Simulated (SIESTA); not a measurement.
Crystal: ZrO2.

```xyz
3
Lattice="0.0000 2.5451 2.5451 2.5451 0.0000 2.5451 2.5451 2.5451 0.0000" Properties=species:S:1:pos:R:3 pbc="T T T"
Zr    0.0000    0.0000    0.0000
O     3.8176    3.8176    3.8176
O     1.2725    1.2725    1.2725
```

Measurements of this composition are mostly on another form, of space group No. 14.

Base run:

- Program: SIESTA 5.4.2
- Functional: PBE
- Potentials or basis: PseudoDojo 0.4 standard (PBE files)
- Basis: SZ (energy shift 0.003 Ry)
- Grid cutoff: 800 Ry
- Energy shift: 0.003 Ry
- k mesh: 9 × 9 × 9
- Occupations: fermi-dirac, width 0.05 eV
- Spin: no spin polarisation

Its results: band gap on the k mesh 2.14 eV, indirect (least direct gap 2.69 eV); pressure 6.7 GPa.

**Question.** The run is repeated on the same cell with these changes: basis from SZ (energy shift 0.003 Ry) to SZP (energy shift 0.003 Ry). What comes out?

**Answer.** Band gap on the k mesh 2.62 eV, indirect (least direct gap 3.18 eV); pressure 13.1 GPa.

Caveats: the basis of atomic orbitals isn't converged, which shifts pressures, moduli and gaps; the basis has no polarisation orbitals (some runs).

A k mesh can miss the band edges.
